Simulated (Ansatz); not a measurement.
# MoS2 in Ansatz: reference runs

How does MoS2 come out in PBE? The cell is run as given and disturbed.

All numbers are computed with Ansatz 0.2.0; they aren't measurements. Logs are shortened: lines on timing, memory, paths and dates and some standing lists are left out, and cuts for length are marked.

## 1. The structure

The cell holds a slab with vacuum, 3 atoms: a = 3.184 Å, b = 3.184 Å, c = 17.335 Å, α = 90.00°, β = 90.00°, γ = 120.00°.

## 2. Single point, PBE

Contents of input.yaml:

```yaml
crystal:
  lattice:
    - [3.1841260822, 0.0, 0.0]
    - [-1.5920630411, 2.757534076, 0.0]
    - [0.0, 0.0, 17.33459995]
  atoms:
    - { symbol: Mo, position: [0.0, 0.0, 0.0] }
    - { symbol: S, position: [0.3333333333, 0.6666666667, 0.91050702] }
    - { symbol: S, position: [0.3333333333, 0.6666666667, 0.08949298] }
kpoints:
  mp_grid: { grid: [10, 10, 2] }
scf:
  occupations: { method: fermi_dirac, width: 0.05 }
hamiltonian:
  xc: pbe
  pseudopotentials: { kind: all_electron, lapw: { basis_error: 0.001 } }
output:
  forces: true
  stress: true
  eigenvalues: true
  populations: true
```

Potentials or basis: all-electron LAPW, scalar-relativistic.

Started as:

```bash
> ansatz run input.yaml --threads 2 --pin off --max-ram 6144MiB --backend cpu --events-out ev --progress --plain --runs-dir out
```

Standard output:

```text
Warning: RAYON_NUM_THREADS=2 ignored (pool sized by the plan → 2); use --threads N
Mo: projections on atomic orbitals take those of the free atom 1s2 2s2 2p6 3s2 3p6 3d10 4s2 4p6 4d5 5s1, of charge +0.00 (hamiltonian.pseudopotentials.projection_atoms)
S: projections on atomic orbitals take those of the free atom 1s2 2s2 2p6 3s2 3p4, of charge +0.00 (hamiltonian.pseudopotentials.projection_atoms)
LAPW: plane waves up to 8.291 Å⁻¹, error target 1.0e-3 eV per atom; small_component_spin mean_spin; S in spheres of 1.067 Å, 14 of its electrons in bands, Dirac shells []; Mo in spheres of 1.338 Å, 30 of its electrons in bands, Dirac shells [] (how accurate: hamiltonian.pseudopotentials.lapw.basis_error, Limitations)
Engine: ansatz 0.2.0, x86_64-unknown-linux-gnu
Pseudopotentials: kind: all_electron
Pseudopotential: Mo, LAPW, valence charge 30, lapw/all_electron/scalar/gaussian/Mo, Koelling and Harmon's equation, gaussian nucleus
Pseudopotential: S, LAPW, valence charge 14, lapw/all_electron/scalar/gaussian/S, Koelling and Harmon's equation, gaussian nucleus
Functional definition: PBE
  parameter kappa = 0.804
  parameter beta = 0.06672455060314922
  exchange = pbe_x(kappa = kappa, mu = beta*pi^2/3)
  correlation = pbe_c(beta = beta)
Crystal: 3 atoms, lattice volume = 152.204 Å³
Basis set: ecut = 261.90059783243044 eV, 1479 PW (Γ), exchange–correlation at level 2
Bands: 35, of which v1, the nominal top of the filled ones, is band 29 counted from 1 (28 counted from 0)
Symmetry: 12 space group operations
Space group: P-6m2 (ITA 187), of the structure as read, at distance tolerance 5.3e-5 Å
k-points: 28 of 200 (time reversal used)
Non-local potential: Mo, projectors of the file, none
Non-local potential: S, projectors of the file, none
Initial density: superposition of atomic densities (neutral atoms: chi_scale 0, normalization atom)
Initial wavefunctions: plane waves of lowest kinetic energy (no species holds an atomic orbital)
Functional: x = pbe(κ = 0.804, μ = 0.2195149727645171), c = pbe(β = 0.06672455060314922)
iter 1 solved again at ethr=5.63e-3 eV; its pass at ethr=1.00e-1 eV (dr2=3.26e0 eV) is discarded
SCF iter   1: F=—  HF=-131907.316160 eV  |F-HF|=—  |Δ(HF+E_count)|=         —  Δρ=3.91e-2  dr2=3.26e0  ethr=5.63e-3  ⟨swp⟩=2.2  Hψ=6278  notcnv=0
preconditioner: auto → Resta (q_TF=auto, 2.323 Å⁻¹)  ε∞=2.6  [insulator: Δε(μ)=1.872 eV  Ē_g=10.169 eV  σ=0.050 eV  W_gap=1.00  n_scr=30 (ndim 8)  ℏωp=12.8 eV  f_vac=0.642  D(μ)=0.00/eV (n_scr^D=0)  ε∞_Penn≈2.6  vacuum switching on, ρ_ref=7.5e-3 e/Å³]
SCF iter   2: F=—  HF=-131907.122655 eV  |F-HF|=—  |Δ(HF+E_count)|=   1.94e-1  Δρ=3.38e-2  dr2=6.51e0  ethr=5.62e-3  ⟨swp⟩=3.1  Hψ=3061  notcnv=0
iter 3 solved again at ethr=3.61e-4 eV; its pass at ethr=5.62e-3 eV (dr2=2.09e-1 eV) is discarded
SCF iter   3: F=—  HF=-131905.935075 eV  |F-HF|=—  |Δ(HF+E_count)|=    1.19e0  Δρ=1.13e-2  dr2=2.09e-1  ethr=3.61e-4  ⟨swp⟩=2.1  Hψ=4842  notcnv=0
SCF iter   4: F=—  HF=-131905.868284 eV  |F-HF|=—  |Δ(HF+E_count)|=         —  Δρ=2.52e-3  dr2=2.44e-2  ethr=3.60e-4  ⟨swp⟩=3.0  Hψ=3170  notcnv=0
the basis was enlarged: its passes take 970.1 KiB over the memory plan, 2 of 2 planned eigensolver slots
SCF iter   5: F=—  HF=-131905.864398 eV  |F-HF|=—  |Δ(HF+E_count)|=   3.89e-3  Δρ=9.16e-4  dr2=2.16e-3  ethr=4.21e-5  ⟨swp⟩=3.0  Hψ=2994  notcnv=0
SCF iter   6: F=—  HF=-131905.864340 eV  |F-HF|=—  |Δ(HF+E_count)|=   5.79e-5  Δρ=3.50e-4  dr2=3.55e-4  ethr=3.72e-6  ⟨swp⟩=2.0  Hψ=2751  notcnv=0
SCF iter   7: F=—  HF=-131905.864317 eV  |F-HF|=—  |Δ(HF+E_count)|=   2.36e-5  Δρ=3.20e-5  dr2=2.26e-6  ethr=6.13e-7  ⟨swp⟩=2.9  Hψ=2793  notcnv=0
SCF iter   8: F=—  HF=-131905.864319 eV  |F-HF|=—  |Δ(HF+E_count)|=   2.02e-6  Δρ=1.77e-5  dr2=1.17e-6  ethr=3.90e-9  ⟨swp⟩=3.0  Hψ=2994  notcnv=0
SCF iter   9: F=-131905.864318 eV  HF=-131905.864318 eV  |F-HF|=4.98e-9  |Δ(HF+E_count)|=   2.48e-7  Δρ=2.21e-6  dr2=8.32e-9  ethr=2.02e-9  ⟨swp⟩=2.3  Hψ=2752  notcnv=0
SCF 1 converged in 9 iterations: F = -131905.864318 eV  dr2 = 8.32e-9
SCF converged after 9 iterations
Free energy (F): -131905.864318 eV
Harris-Foulkes:  -131905.864318 eV  (|F-HF|=4.98e-9)
Internal energy: -131905.864318 eV  (E = F + TS)
E sigma→0 (E₀):  -131905.864318 eV
Fermi energy:    1.093769 eV
--- Per-component energies (eV) ---
  E_band       = -7461.362929
  E_kinetic    = 136001.042293
  E_xc         = -4767.385500
  E_electrostatic = -263139.521112  (all electrons and nuclei)
  E_smearing   = -0.000000  (= −TS)
  E_closure    = 0.000000  (closes the sum)
  E_atoms      = -131884.088107  (free atoms, spherical and without spin; not in F)
  Σ components = -131905.864318   (vs F -131905.864318, Δ=0.00e0)
  Basis errors (estimates in eV, not in F): energy 4.9e-4 per atom: plane waves 4.4e-4 (2.6e-4 summed), levels above the bands 1.7e-48, relativity 3.5e-8, radial functions 4.9e-5, core shells 2.8e-7; eigenvalues (radial functions only) 2.4e-6; not estimated: angular momenta, meshes, grids; target (lapw.basis_error) 1.0e-3; muffin-tin radii S 1.067 Å, Mo 1.338 Å
--- Forces (eV/Å), atoms counted from 1 ---
  atom   1  Mo    -0.00000000     0.00000000     0.00000000
  atom   2  S     -0.00000000    -0.00000000    -0.21874130
  atom   3  S      0.00000000    -0.00000000     0.21874130
  max |Σ_I F_I| component: 5.55e-17 eV/Å
--- Stress (GPa, compression-positive) ---
        0.266249      -0.000000       0.000000
       -0.000000       0.266249       0.000000
        0.000000       0.000000       0.715358
  P = ⅓ Tr σ = 0.4160 GPa (4.160 kbar)
--- Band table (eV; the first three rows and the last of 28) ---
  k-point 0: bands = ["-375.5228", "-375.5040", "-375.5040", "-217.4039", "-217.4039", "-217.3918", "-217.3831", "-217.3831", "-205.0394", "-205.0394", "-149.8340", "-149.8340", "-149.8340", "-149.8340", "-149.7796", "-149.7796", "-60.6534", "-34.7902", "-34.5877", "-34.5877", "-13.8998", "-12.5570", "-5.4146", "-2.4583", "-2.4583", "-1.5230", "-1.3383", "-1.3383", "0.2520", "2.9747", "2.9747", "3.2519", "3.2519", "5.5905", "5.9104"]
  k-point 1: bands = ["-375.5228", "-375.5040", "-375.5040", "-217.4039", "-217.4039", "-217.3918", "-217.3831", "-217.3831", "-205.0394", "-205.0394", "-149.8340", "-149.8340", "-149.8340", "-149.8340", "-149.7796", "-149.7796", "-60.6534", "-34.7902", "-34.5877", "-34.5877", "-13.8998", "-12.5570", "-5.4146", "-2.4583", "-2.4583", "-1.5230", "-1.3383", "-1.3383", "0.2520", "2.9747", "2.9747", "3.2519", "3.2519", "5.7018", "5.7281"]
  k-point 2: bands = ["-375.5228", "-375.5040", "-375.5040", "-217.4039", "-217.4039", "-217.3918", "-217.3831", "-217.3831", "-205.0394", "-205.0394", "-149.8340", "-149.8340", "-149.8340", "-149.8340", "-149.7796", "-149.7796", "-60.6499", "-34.7830", "-34.6242", "-34.5960", "-13.7533", "-12.4986", "-5.2506", "-2.7732", "-2.3049", "-2.1844", "-1.5657", "-0.9041", "0.1666", "2.8095", "2.8837", "3.0875", "3.2290", "5.8392", "6.1032"]
  k-point 27: bands = ["-375.5228", "-375.5040", "-375.5040", "-217.4039", "-217.4039", "-217.3918", "-217.3831", "-217.3831", "-205.0394", "-205.0394", "-149.8340", "-149.8340", "-149.8340", "-149.8340", "-149.7796", "-149.7796", "-60.6120", "-34.8837", "-34.8009", "-34.7067", "-11.8178", "-11.7031", "-5.1378", "-4.6183", "-3.6127", "-3.2697", "-2.7440", "-1.7933", "0.0627", "1.9859", "3.3539", "3.6305", "5.0350", "7.3821", "8.0808"]
--- Löwdin populations: 3 sites ---
  site symbol       q [e]
     0     Mo     41.6516
     1      S     16.0744
     2      S     16.0744
  spilling = 0.002698 (of n_electrons = 74.000000)
```

Wall time 15 s (2 threads of Intel Xeon 6975P-C (Granite Rapids), shared host); peak memory 0.48 GiB.

What came out:

| Item | Value |
| --- | --- |
| Free energy | -131905.8643 eV |
| Largest force | 0.219 eV/Å |
| Band gap on the k mesh | 1.73 eV, indirect (least direct gap 1.92 eV) |

Forces on the atoms (eV/Å):
```
Mo   0.000  0.000  0.000
S    0.000  0.000 -0.219
S    0.000  0.000  0.219
```

## 3. Single point, PBE (atoms moved at random, drawn with an rms of 0.05 Å)

Edit input.yaml of step 2 so:

```diff
@@ -6,5 +6,5 @@
   atoms:
-    - { symbol: Mo, position: [0.0, 0.0, 0.0] }
-    - { symbol: S, position: [0.3333333333, 0.6666666667, 0.91050702] }
-    - { symbol: S, position: [0.3333333333, 0.6666666667, 0.08949298] }
+    - { symbol: Mo, position: [0.002899, -0.01384, -0.000474] }
+    - { symbol: S, position: [0.331386, 0.661075, 0.910555] }
+    - { symbol: S, position: [0.321736, 0.655181, 0.089526] }
 kpoints:
```

Potentials or basis: all-electron LAPW, scalar-relativistic.

Started as:

```bash
> ansatz run input.yaml --threads 2 --pin off --max-ram 6144MiB --backend cpu --events-out ev --progress --plain --runs-dir out
```

Wall time 74 s (2 threads of Intel Xeon 6975P-C (Granite Rapids), shared host); peak memory 0.9 GiB.

Results (log left out):

```
Free energy            : -131905.8438 eV
Largest force          : 0.886 eV/Å
Band gap on the k mesh : 1.72 eV, indirect (least direct gap 1.91 eV)
```

Forces in eV/Å, atoms in the order of the input:
```
Mo  -0.791  0.304  0.260
S    0.307 -0.223 -0.375
S    0.484 -0.082  0.115
```

Stress tensor (GPa, compression positive):
```
 0.40 -0.26  0.30
-0.26  0.20  0.23
 0.30  0.23  0.80
```

Levels at points of the mesh, in eV from the valence-band top:
```tsv
k point	band 26	band 27	band 28	band 29	band 30	band 31	band 32	band 33
(0.00, 0.00, 0.00)	-1.84	-1.71	-1.40	0.00	2.50	2.89	2.94	3.09
(0.00, 0.00, -0.50)	-1.84	-1.71	-1.40	0.00	2.50	2.89	2.94	3.09
(0.00, -0.50, 0.00)	-3.27	-1.85	-1.10	-0.59	2.20	2.72	3.73	4.39
(0.00, -0.50, -0.50)	-3.27	-1.85	-1.10	-0.59	2.20	2.72	3.73	4.39
(-0.50, 0.00, 0.00)	-3.29	-1.82	-1.10	-0.58	2.21	2.72	3.71	4.38
(-0.50, 0.00, -0.50)	-3.29	-1.82	-1.10	-0.58	2.21	2.72	3.71	4.38
(-0.50, -0.50, 0.00)	-3.17	-1.96	-1.02	-0.74	2.15	2.70	3.98	4.27
(-0.50, -0.50, -0.50)	-3.17	-1.96	-1.02	-0.74	2.15	2.70	3.98	4.27
```
